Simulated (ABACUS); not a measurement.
# Si (P6_3/mmc) in ABACUS: equation of state

Aim: energy against volume of Si in PBE, for its equilibrium volume and stiffness.

Program: ABACUS 3.10.1. These are calculated values, not measurements. Logs are shortened: lines on timing, memory, paths and dates and some standing lists are left out, and cuts for length are marked.

## (1) The crystal as given

Symmetry: P6_3/mmc, No. 194, hexagonal system. Conventional cell: a = 3.831 Å, b = 3.831 Å, c = 6.333 Å, α = 90.00°, β = 90.00°, γ = 120.00°. Si (site symmetry 3m) has 4 Si at 2.35 to 2.37 Å as nearest neighbours.

This isn't the form of Si at room conditions, which is diamond.

## (2) Equation of state, PBE, 18.92 Å³/atom (volume scaled by 0.94)

INPUT reads:

```
INPUT_PARAMETERS
suffix              Si
calculation         scf
basis_type          pw
pseudo_dir          ./
symmetry            1
dft_functional      pbe
ecutwfc             36
pseudo_rcut         10
nspin               1
nbands              12
ks_solver           dav
smearing_method     fd
smearing_sigma      0.00367493
scf_thr             1e-08
scf_nmax            100
mixing_type         broyden
mixing_beta         0.7
cal_force           1
cal_stress          1
kpar                4
```

STRU reads:

```
ATOMIC_SPECIES
Si 28.0850 Si.upf

LATTICE_CONSTANT
1.8897261246

LATTICE_VECTORS
3.7531053624 0.0000000000 0.0000000000
-1.8765526812 3.2502845869 0.0000000000
0.0000000000 0.0000000000 6.2033485431

ATOMIC_POSITIONS
Direct

Si
0.0
4
0.6666666667 0.3333333333 0.9369905000 1 1 1
0.3333333333 0.6666666667 0.4369905000 1 1 1
0.6666666667 0.3333333333 0.5630095000 1 1 1
0.3333333333 0.6666666667 0.0630095000 1 1 1
```

KPT reads:

```
K_POINTS
0
Gamma
8 8 4 0 0 0
```

Potentials or basis: PseudoDojo NC SR 0.4.1 PBE standard, plane waves.

On the command line:

```bash
$ OMP_NUM_THREADS=1 mpirun -np 4 abacus > log
```

running log:

```text
ABACUS v3.10.1

               Atomic-orbital Based Ab-initio Computation at UStc

 ------------------------------------------------------------------------------------

 READING GENERAL INFORMATION
                           global_out_dir = OUT.Si/
                           global_in_card = INPUT
                               pseudo_dir = ./
                              orbital_dir =
                                    DSIZE = 4
                                    GSIZE = 1

 READING UNITCELL INFORMATION
                                    ntype = 1
                  lattice constant (Bohr) = 1.88973
              lattice constant (Angstrom) = 1

 READING ATOM TYPE 1
                               atom label = Si
                      L=0, number of zeta = 1
                      L=1, number of zeta = 1
                      L=2, number of zeta = 1
             number of atom for this type = 4

                        TOTAL ATOM NUMBER = 4
DIRECT COORDINATES
    atom                   x                   y                   z     mag                  vx                  vy                  vz
taud_Si1            0.6666666667        0.3333333333        0.9369905000  0.0000        0.0000000000        0.0000000000        0.0000000000
taud_Si2            0.3333333333        0.6666666667        0.4369905000  0.0000        0.0000000000        0.0000000000        0.0000000000
taud_Si3            0.6666666667        0.3333333333        0.5630095000  0.0000        0.0000000000        0.0000000000        0.0000000000
taud_Si4            0.3333333333        0.6666666667        0.0630095000  0.0000        0.0000000000        0.0000000000        0.0000000000

                          Volume (Bohr^3) = 510.664
                             Volume (A^3) = 75.6725

 Lattice vectors: (Cartesian coordinate: in unit of a_0)
             +3.75311                  +0                  +0
             -1.87655            +3.25028                  +0
                   +0                  +0            +6.20335
 Reciprocal vectors: (Cartesian coordinate: in unit of 2 pi/a_0)
            +0.266446           +0.153833                  -0
                   -0           +0.307665                  -0
                   +0                  -0           +0.161203
 The esolver type has been set to : ksdft_pw

                PAO radial cut off (Bohr) = 10

 Read in pseudopotential file is Si.upf
                     pseudopotential type = NC
          exchange-correlation functional = PBE
                 nonlocal core correction = 1
                        valence electrons = 4
                                     lmax = 2
                           number of zeta = 2
                     number of projectors = 6
                           L of projector = 0
                           L of projector = 0
                           L of projector = 1
                           L of projector = 1
[... 182 lines left out ...]
 -------------------------------------------
 SELF-CONSISTENT
 -------------------------------------------
                                 init_chg = atomic

 PW ALGORITHM --------------- ION=   1  ELEC=   1--------------------------------
 Notice: Threshold on eigenvalues was too large.
 hsover_error=0.16 > DRHO=0.122951
 Origin diag ethr = 0.01
 New diag ethr = 0.000768443

 Density error is 0.124045640291
                          Error Threshold = 0.00076844278225
----------------------------------------------------------
     Energy           Rydberg                 eV
----------------------------------------------------------
 E_KohnSham     -33.8334358561       -460.3275105603
 E_Harris       -33.3874091843       -454.2590063646
 E_Fermi        0.5010912534         6.8176962645
----------------------------------------------------------
[... 63 lines left out ...]
 Density error is 1.49641274519e-09
                          Error Threshold = 1.15626764043e-10
----------------------------------------------------------
     Energy           Rydberg                 eV
----------------------------------------------------------
 E_KohnSham     -33.8365707900       -460.3701635246
 E_KS(sigma->0) -33.8365533663       -460.3699264621
 E_Harris       -33.8366150014       -460.3707650510
 E_band         1.8821856348         25.6084493273
 E_one_elec     10.7124730475        145.7506731168
 E_Hartree      2.1350137464         29.0483522593
 E_xc           -12.4959575975       -170.0162252917
 E_Ewald        -34.1880651389       -465.1524894840
 E_entropy(-TS) -0.0000348475        -0.0004741251
 E_descf        0.0000000000         0.0000000000
 E_exx          0.0000000000         0.0000000000
 E_Fermi        0.5328284182         7.2495025440
----------------------------------------------------------

 charge density convergence is achieved
 final etot is -460.37016352 eV
 EFERMI = 7.249502544 eV

 STATE ENERGY(eV) AND OCCUPATIONS    NSPIN == 1
 1/8 kpoint (Cartesian) = 0.0000 0.0000 0.0000 (1835 pws)
       1       -5.54088     0.00781250
       2       -3.10002     0.00781250
       3      -0.434353     0.00781250
       4        5.50634     0.00781250
       5        5.50634     0.00781250
       6        6.73435     0.00781224
       7        7.12488     0.00721571
       8        7.12488     0.00721571
       9        8.30514    5.29182e-12
      10        9.07554    1.07660e-18
      11        9.07554    1.07660e-18
      12        9.52054    1.46826e-22
[... 57 lines left out ...]
 6/8 kpoint (Cartesian) = -0.033306 0.057687 0.0000 (1865 pws)
       1       -4.97257      0.0468750
       2       -2.52080      0.0468750
       3      -0.174191      0.0468750
       4        2.97528      0.0468750
       5        4.25273      0.0468750
       6        4.58958      0.0468750
       7        5.99367      0.0468750
       8        6.05189      0.0468750
       9        9.23459    2.68320e-19
      10        9.37497    1.61949e-20
      11        10.0823    1.16236e-26
      12        10.7765    1.08602e-32

[... levels at 2 further k points ...]

------------------------------------------------------------------------------------------
 TOTAL-FORCE (eV/Angstrom)
------------------------------------------------------------------------------------------
                       Si1         0.0000000000         0.0000000000        -0.0199195971
                       Si2         0.0000000000         0.0000000000        -0.0199195971
                       Si3         0.0000000000         0.0000000000         0.0199195971
                       Si4         0.0000000000         0.0000000000         0.0199195971
------------------------------------------------------------------------------------------

----------------------------------------------------------------
 TOTAL-STRESS (KBAR)
----------------------------------------------------------------
        79.5166997045        -0.0000000000         0.0000000000
         0.0000000000        79.5166997053         0.0000000000
         0.0000000000         0.0000000000        80.0040622346
----------------------------------------------------------------
 TOTAL-PRESSURE: 79.679154 KBAR

 --------------------------------------------
 !FINAL_ETOT_IS -460.3701635246277419 eV
 --------------------------------------------
```

stdout:

```text
ABACUS v3.10.1

               Atomic-orbital Based Ab-initio Computation at UStc

 UNIFORM GRID DIM        : 27 * 27 * 45
 UNIFORM GRID DIM(BIG)   : 27 * 27 * 45
 ---------------------------------------------------------
[... 24 lines left out ...]
----------------------------------------------------------------
 TOTAL-STRESS (KBAR)
----------------------------------------------------------------
        79.5166997045        -0.0000000000         0.0000000000
         0.0000000000        79.5166997053         0.0000000000
         0.0000000000         0.0000000000        80.0040622346
----------------------------------------------------------------
 TOTAL-PRESSURE: 79.679154 KBAR
```

Run time: 4.3 s. Hardware: 4 MPI ranks of Intel Xeon Platinum 8259CL at 2.50GHz (Skylake/Cascade Lake), shared host; peak memory 0.24 GiB.

Results:

* Free energy: -460.3702 eV
* Pressure: 8.0 GPa
* Largest force: 0.020 eV/Å
* Band gap on the k mesh: 0.27 eV, indirect (least direct gap 1.18 eV)

(Continued in part 2 of 2.)
